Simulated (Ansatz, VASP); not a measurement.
**Sb: VASP beside Ansatz**

Contents of INCAR:

```
SYSTEM = Sb
ALGO = Normal ; EDIFF = 1E-6
EDIFFG = -0.005 ; ENCUT = 600
GGA = PE ; IBRION = 2
ISIF = 3 ; ISMEAR = -1
LASPH = .TRUE. ; LCHARG = .FALSE.
LREAL = .FALSE. ; LWAVE = .FALSE.
NELM = 60 ; NSW = 60
PREC = Accurate ; SIGMA = 0.05
```

KPOINTS

```
k-points
0
G
  13 13 12
  0 0 0
```

File POSCAR:

```
Sb
1.0
    3.2949156045      0.0000000000      0.0000000000
   -1.6474578022      2.8534806168      0.0000000000
    0.0000000000      0.0000000000      3.0972206682
Sb
1
Direct
    0.0000000000      0.0000000000      0.0000000000
```

Input for Ansatz:

```yaml
crystal:
  lattice:
    - [3.2949156045, 0.0, 0.0]
    - [-1.6474578022, 2.8534806168, 0.0]
    - [0.0, 0.0, 3.0972206682]
  atoms:
    - { symbol: Sb, position: [0.0, 0.0, 0.0] }
kpoints:
  mp_grid: { grid: [13, 13, 12] }
scf:
  occupations: { method: fermi_dirac, width: 0.05 }
hamiltonian:
  xc: pbe
  pseudopotentials: { kind: paw }
output:
  forces: true
  stress: true
  write_density: true
  write_potential: true
  elf: true
  volumetric_format: npy
relax:
  f_tol: 0.005
  max_steps: 40
  cell: {}
```

Alike in both runs: task relaxation of cell and atoms; functional PBE; k mesh 13 × 13 × 12; occupations fermi-dirac, width 0.05 eV; no spin polarisation.

|  | VASP | Ansatz |
| --- | --- | --- |
| version | VASP 6.6.1 | Ansatz 0.2.0 |
| potentials or method | VASP PAW PBE potentials, release 64 (Sb) | PAW with Ansatz's default frozen-core files, scalar-relativistic |
| plane-wave cutoff (eV) | 600 | 420 |
| valence electrons in the cell | 5 | 15 |

```csv
,VASP,Ansatz,Ansatz less VASP
relaxed volume (Å³/atom),29.14,29.16,+0.015
relaxed cell length with the largest relative difference (Å),3.282,3.283,+0.0010
energy change over the relaxation (meV/atom),-1,-1,+0.1
```

The two sets of potentials don't hold the same shells in valence.

The runs have no spin-orbit coupling, so splittings on Sb are missing.
